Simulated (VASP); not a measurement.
Here is a VASP 6.6.1 calculation.

The input INCAR:

```
SYSTEM = Al
ALGO = Normal
EDIFF = 1E-7
ENCUT = 520
GGA = PE
ISIF = 2
ISMEAR = 0
LASPH = .TRUE.
LCHARG = .FALSE.
LREAL = .FALSE.
LWAVE = .FALSE.
NELM = 60
PREC = Accurate
SIGMA = 0.1
```

Contents of KPOINTS:

```
k-points
0
G
  6 6 6
  0 0 0
```

The input POSCAR:

```
Al                                      
1.0
    0.0000000000      1.9831292262      1.9831292262
    1.9831292262      0.0000000000      1.9831292262
    1.9831292262      1.9831292262      0.0000000000
  Al            
     1
Direct
     0.0000000000000000    0.0000000000000000    0.0000000000000000
```

Potentials or basis: VASP PAW PBE potentials, release 64 (Al).

Run with:

```bash
$ cat potpaw_PBE.64/Al/POTCAR > POTCAR
$ mpirun -np 1 vasp_std > vasp.out
```

(1) Predict the pressure.

(2) Estimate the band gap on the k mesh.

Results:

(1) 5.4 GPa.

(2) none (metal or under the smearing width).

Caveat: the k mesh is coarse (spacing up to 0.46 Å⁻¹), so the values aren't converged.
